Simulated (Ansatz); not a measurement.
# BN: rattled cells

The task, for BN: compute energies and forces of randomly disturbed cells.

Program: Ansatz 0.2.0. Level of theory: DFT r2SCAN, scalar-relativistic, plane waves, PAW. These are calculated values, not measurements.

1 further run of the same task is left out (for a broken database entry).

## Step 1: Starting point

The structure is hexagonal, space group P6_3/mmc (No. 194). Conventional cell: a = 2.504 Å, b = 2.504 Å, c = 6.661 Å, α = 90.00°, β = 90.00°, γ = 120.00°. Around B (site symmetry -6m2) lie 3 N at 1.45 Å. Around N (site symmetry -6m2) lie 3 B at 1.45 Å.

As a file:

```cif
data_structure
_symmetry_space_group_name_H-M 'P 1'
_symmetry_Int_Tables_number 1
_cell_length_a 2.5040
_cell_length_b 2.5040
_cell_length_c 6.6612
_cell_angle_alpha 90.000
_cell_angle_beta 90.000
_cell_angle_gamma 120.000
_cell_volume 36.17
loop_
_atom_site_label
_atom_site_type_symbol
_atom_site_fract_x
_atom_site_fract_y
_atom_site_fract_z
_atom_site_occupancy
B1 B 0.33333 0.66667 0.25000 1
B2 B 0.66667 0.33333 0.75000 1
N1 N 0.33333 0.66667 0.75000 1
N2 N 0.66667 0.33333 0.25000 1
```

The cell is taken as given, not relaxed at this level.

## Step 2: The reference cell

The reference gives a free energy of -1088.2459 eV, pressure -0.61 GPa, largest force 0.000 eV/Å and gap on the mesh 4.84 eV. It was computed beforehand with the settings of the runs below.

## Step 3: Setting up rattled cells

All atoms are moved at random with no net shift, in some cells together with a random strain.

## Step 4: At rms move = 0.163 Å

Input file input.yaml:

```yaml
crystal:
  lattice:
    - [2.4923369244, 0.0202024772, 0.066041495]
    - [-1.2286726038, 2.1613435666, 0.0591298991]
    - [0.1756857285, 0.283065762, 6.6737545003]
  atoms:
    - { symbol: B, position: [0.2879044412, 0.6439298037, 0.2589216846] }
    - { symbol: B, position: [0.6666560816, 0.2910600295, 0.7336012169] }
    - { symbol: "N", position: [0.3109406553, 0.6277044758, 0.7436275034] }
    - { symbol: "N", position: [0.7344988218, 0.437305691, 0.2638495951] }
basis:
  ecutwfc: 500
kpoints:
  mp_grid: { grid: [12, 12, 4] }
hamiltonian:
  xc: r2scan
scf:
  occupations: { method: gaussian, width: 0.05 }
output:
  forces: true
  stress: true
  eigenvalues: true
```

Run with:

```console
ansatz run input.yaml --threads 1 --pin off --max-ram 2560MiB --backend cpu --events-out ev --progress --plain --runs-dir out
```

Output (excerpt; [...] marks lines left out):

```text
Warning: RAYON_NUM_THREADS=1 ignored (pool sized by the plan → 1); use --threads N
[...]
Pseudopotentials: kind: paw
Pseudopotential: B, paw, valence charge 3, recommended cutoff 500 eV (meta_gga), B.paw.azcp
Pseudopotential: N, paw, valence charge 5, recommended cutoff 500 eV (meta_gga), N.paw.azcp
Functional definition: r2SCAN
[...]
Crystal: 4 atoms, lattice volume = 36.026 Å³
Basis set: ecut = 500 eV, 923 PW (Γ), exchange–correlation on 80×80×200 points (64 copies of the dense FFT grid, shifted against one another)
Bands: 12, of which v1, the nominal top of the filled ones, is band 8 counted from 1 (7 counted from 0)
Symmetry: 1 space group operations
Space group: P1 (ITA 1), of the structure as read, at distance tolerance 3.3e-5 Å
k-points: 292 of 576 (time reversal used)
[...]
SCF iter   1: F=—  HF=-1086.228055 eV  |F-HF|=—  |Δ(HF+E_count)|=         —  Δρ=1.05e-2  dr2=2.93e-2  dr2_τ=8.03e-1  ethr=1.77e-3  ⟨swp⟩=6.5  Hψ=22604  notcnv=0
[...]
SCF iter   7: F=-1086.343962 eV  HF=-1086.343962 eV  |F-HF|=5.05e-9  |Δ(HF+E_count)|=   8.95e-8  Δρ=8.13e-6  dr2=1.21e-8  dr2_τ=9.95e-10  ethr=6.25e-10  ⟨swp⟩=5.9  Hψ=17035  notcnv=0
[...]
SCF converged after 7 iterations
Free energy (F): -1086.343962 eV
[...]
E sigma→0 (E₀):  -1086.343962 eV
Fermi energy:    7.228524 eV
[...]
--- Forces (eV/Å), atoms counted from 1 ---
  atom   1  B     10.49322139     7.61776556     0.70139454
  atom   2  B     -2.11116940     0.26369153     0.89793808
  atom   3  N      2.11561796    -0.26405728    -0.81384902
  atom   4  N    -10.49769556    -7.61744039    -0.78551299
[...]
--- Stress (GPa, compression-positive) ---
       42.551867      11.334273       0.250121
       11.334259       7.734123      -0.708242
        0.250103      -0.708258       0.841385
  P = ⅓ Tr σ = 17.0425 GPa (170.425 kbar)
--- Band table (eV; the first three rows and the last of 292) ---
  k-point 0: bands = ["-14.3823", "-14.0784", "-2.0505", "-0.2714", "0.1366", "2.4209", "3.8906", "6.1559", "9.9794", "13.6546", "15.4632", "16.2342"]
[...]
```

Run time: 65 s. Hardware: 1 thread of Intel Xeon at 2.50GHz (Skylake/Cascade Lake), shared host; peak memory 0.57 GiB.

## Step 5: At rms move = 0.048 Å

Input file input.yaml:

```yaml
crystal:
  lattice:
    - [2.4637201707, -0.0657119027, 0.1138685033]
    - [-1.2887682625, 2.2243948303, 0.0079736695]
    - [0.3029166882, 0.1993823251, 6.5134826608]
  atoms:
    - { symbol: B, position: [0.3528513304, 0.6805349922, 0.255502609] }
    - { symbol: B, position: [0.6454464857, 0.3293425136, 0.7467827214] }
    - { symbol: "N", position: [0.3349869978, 0.6698666984, 0.7535962121] }
    - { symbol: "N", position: [0.6667151861, 0.3202557958, 0.2441184575] }
basis:
  ecutwfc: 500
kpoints:
  mp_grid: { grid: [12, 12, 4] }
hamiltonian:
  xc: r2scan
scf:
  occupations: { method: gaussian, width: 0.05 }
output:
  forces: true
  stress: true
  eigenvalues: true
```

Run with:

```console
ansatz run input.yaml --threads 1 --pin off --max-ram 2560MiB --backend cpu --events-out ev --progress --plain --runs-dir out
```

Output (excerpt; [...] marks lines left out):

```text
Warning: RAYON_NUM_THREADS=1 ignored (pool sized by the plan → 1); use --threads N
[...]
[... 4 set-up lines as earlier in the session ...]
[...]
Crystal: 4 atoms, lattice volume = 35.034 Å³
Basis set: ecut = 500 eV, 899 PW (Γ), exchange–correlation on 72×80×192 points (64 copies of the dense FFT grid, shifted against one another)
Bands: 12, of which v1, the nominal top of the filled ones, is band 8 counted from 1 (7 counted from 0)
[... 2 set-up lines as earlier in the session ...]
k-points: 292 of 576 (time reversal used)
[...]
SCF iter   1: F=—  HF=-1087.818847 eV  |F-HF|=—  |Δ(HF+E_count)|=         —  Δρ=9.25e-3  dr2=2.29e-2  dr2_τ=6.96e-1  ethr=1.77e-3  ⟨swp⟩=6.7  Hψ=22322  notcnv=0
[...]
SCF iter   7: F=-1087.948735 eV  HF=-1087.948735 eV  |F-HF|=4.15e-9  |Δ(HF+E_count)|=   1.34e-7  Δρ=7.06e-6  dr2=7.89e-9  dr2_τ=9.34e-10  ethr=6.25e-10  ⟨swp⟩=6.3  Hψ=17202  notcnv=0
[...]
SCF converged after 7 iterations
Free energy (F): -1087.948735 eV
[...]
E sigma→0 (E₀):  -1087.948735 eV
Fermi energy:    7.136226 eV
[...]
--- Forces (eV/Å), atoms counted from 1 ---
  atom   1  B     -0.21818981    -2.38392051    -1.14819558
  atom   2  B      1.46119081     0.34256741     0.76964376
  atom   3  N     -1.43633506    -0.33660676    -0.79686420
  atom   4  N      0.19330930     2.37797492     1.17540621
[...]
--- Stress (GPa, compression-positive) ---
        7.014482      15.314128      -0.113234
       15.314112      -4.023082      -0.750928
       -0.113207      -0.750882       1.567659
  P = ⅓ Tr σ = 1.5197 GPa (15.197 kbar)
--- Band table (eV; the first three rows and the last of 292) ---
  k-point 0: bands = ["-14.0676", "-13.7188", "-1.7415", "0.7105", "2.6767", "2.7611", "4.2376", "4.3859", "10.4725", "16.2351", "16.2436", "16.8607"]
[...]
```

It took 51 s on 1 thread of Intel Xeon at 2.50GHz (Skylake/Cascade Lake), shared host; peak memory 0.55 GiB.

## Step 6: rms move = 0.142 Å

Input file input.yaml:

```yaml
crystal:
  lattice:
    - [2.4295563142, -0.0914204075, -0.0343678462]
    - [-1.2939505525, 2.2257490716, 0.0784579121]
    - [-0.0914264599, 0.1882197143, 6.6915953841]
  atoms:
    - { symbol: B, position: [0.3284175705, 0.6582641291, 0.2419112733] }
    - { symbol: B, position: [0.7548151744, 0.3449159484, 0.7550127223] }
    - { symbol: "N", position: [0.2626732058, 0.6364670882, 0.7478088238] }
    - { symbol: "N", position: [0.6540940493, 0.3603528343, 0.2552671806] }
basis:
  ecutwfc: 500
kpoints:
  mp_grid: { grid: [12, 12, 4] }
hamiltonian:
  xc: r2scan
scf:
  occupations: { method: gaussian, width: 0.05 }
output:
  forces: true
  stress: true
  eigenvalues: true
```

Run with:

```console
ansatz run input.yaml --threads 1 --pin off --max-ram 2560MiB --backend cpu --events-out ev --progress --plain --runs-dir out
```

Output (excerpt; [...] marks lines left out):

```text
Warning: RAYON_NUM_THREADS=1 ignored (pool sized by the plan → 1); use --threads N
[...]
[... 4 set-up lines as earlier in the session ...]
[...]
Crystal: 4 atoms, lattice volume = 35.360 Å³
Basis set: ecut = 500 eV, 905 PW (Γ), exchange–correlation on 72×80×200 points (64 copies of the dense FFT grid, shifted against one another)
Bands: 12, of which v1, the nominal top of the filled ones, is band 8 counted from 1 (7 counted from 0)
[... 2 set-up lines as earlier in the session ...]
k-points: 292 of 576 (time reversal used)
[...]
SCF iter   1: F=—  HF=-1082.402588 eV  |F-HF|=—  |Δ(HF+E_count)|=         —  Δρ=1.16e-2  dr2=3.35e-2  dr2_τ=1.20e0  ethr=1.77e-3  ⟨swp⟩=6.5  Hψ=23048  notcnv=0
[...]
SCF iter   7: F=-1082.497971 eV  HF=-1082.497971 eV  |F-HF|=1.53e-8  |Δ(HF+E_count)|=   2.06e-7  Δρ=1.40e-5  dr2=3.45e-8  dr2_τ=3.61e-9  ethr=6.25e-10  ⟨swp⟩=6.4  Hψ=18311  notcnv=0
[...]
SCF converged after 7 iterations
Free energy (F): -1082.497971 eV
[...]
E sigma→0 (E₀):  -1082.497971 eV
Fermi energy:    7.368623 eV
[...]
--- Forces (eV/Å), atoms counted from 1 ---
  atom   1  B     -2.16880261     3.57155036     1.34891893
  atom   2  B    -31.67460862   -21.14177261     0.43261358
  atom   3  N     31.69455028    21.15684732    -0.44214751
  atom   4  N      2.14895751    -3.58658885    -1.33942154
[...]
--- Stress (GPa, compression-positive) ---
      130.102734      89.087113      -5.230174
       89.087063      46.065701      -6.036317
       -5.230167      -6.036300       0.244035
  P = ⅓ Tr σ = 58.8042 GPa (588.042 kbar)
--- Band table (eV; the first three rows and the last of 292) ---
  k-point 0: bands = ["-14.5173", "-14.1834", "-2.2310", "-0.2209", "0.1846", "1.8486", "4.5944", "5.8077", "9.9786", "13.5494", "15.1089", "15.5830"]
[...]
```

It took 60 s on 1 thread of Intel Xeon at 2.50GHz (Skylake/Cascade Lake), shared host; peak memory 0.55 GiB.

## Step 7: rms move = 0.364 Å

Input file input.yaml:

```yaml
crystal:
  lattice:
    - [2.4777767198, -0.0110264878, 0.0122377729]
    - [-1.2484375785, 2.1619788527, -0.0057598737]
    - [0.0325553207, 0.0011028053, 6.7302375483]
  atoms:
    - { symbol: B, position: [0.4260016998, 0.771970369, 0.2329092207] }
    - { symbol: B, position: [0.6790270543, 0.2110024553, 0.7306052384] }
    - { symbol: "N", position: [0.2297807973, 0.7804042425, 0.7515043758] }
    - { symbol: "N", position: [0.6651904486, 0.2366229332, 0.2849811651] }
basis:
  ecutwfc: 500
kpoints:
  mp_grid: { grid: [12, 12, 4] }
hamiltonian:
  xc: r2scan
scf:
  occupations: { method: gaussian, width: 0.05 }
output:
  forces: true
  stress: true
  eigenvalues: true
```

Run with:

```console
ansatz run input.yaml --threads 1 --pin off --max-ram 2560MiB --backend cpu --events-out ev --progress --plain --runs-dir out
```

Output (excerpt; [...] marks lines left out):

```text
[...]
SCF converged after 7 iterations
Free energy (F): -1077.310133 eV
[...]
E sigma→0 (E₀):  -1077.310133 eV
Fermi energy:    6.910386 eV
[...]
--- Forces (eV/Å), atoms counted from 1 ---
  atom   1  B     -0.60850713   -34.53175280    -4.98759224
  atom   2  B     11.56107211    18.06098262    -1.20000604
  atom   3  N    -11.57934604   -18.10118846     1.27766300
  atom   4  N      0.62682697    34.57186805     4.90959103
[...]
--- Stress (GPa, compression-positive) ---
       61.876113      32.042231      -6.226023
       32.042314     204.543333      42.700578
       -6.225971      42.700668       7.866081
  P = ⅓ Tr σ = 91.4285 GPa (914.285 kbar)
--- Band table (eV; the first three rows and the last of 292) ---
  k-point 0: bands = ["-14.4358", "-14.1337", "-2.4254", "-2.2635", "-0.3658", "0.4874", "5.7469", "6.1318", "8.6786", "13.9774", "14.3627", "16.4153"]
[...]
```

Wall time 61 s (1 thread of Intel Xeon at 2.50GHz (Skylake/Cascade Lake), shared host); peak memory 0.56 GiB.

## Step 8: All points together

The scan, with free energies counted from the undisturbed cell:

```
rms move (Å)  ΔE (meV/atom)  largest force (eV/Å)  shortest distance (Å)  pressure (GPa)  gap on the mesh (eV)
       0.000            0.0                  0.00                   1.45            -0.6                  4.84
       0.048           74.3                  2.66                   1.40             1.5                  4.35
       0.142         1437.0                 38.11                   1.05            58.8                  3.12
       0.163          475.5                 12.99                   1.21            17.0                  2.14
       0.364         2733.9                 34.92                   1.06            91.4                  1.56
       0.562         7019.3                126.59                   0.83           221.3                  2.28
```

## Step 9: Outcome

```
      quantity                                      value
costliest cell  7019.3 meV/atom at an rms move of 0.562 Å
```

In words: The cost runs from 74.3 to 7019.3 meV/atom. Energy over the square of the rms move lies between 17.9 and 71.6 eV/Å² per atom; a harmonic solid under isotropic random moves would keep it roughly constant, while strain and close contacts change it. The gap on the mesh stays between 1.56 and 4.84 eV. Where forces pass 15 eV/Å atoms stand far too close, the PAW spheres overlap strongly and those numbers are rough.
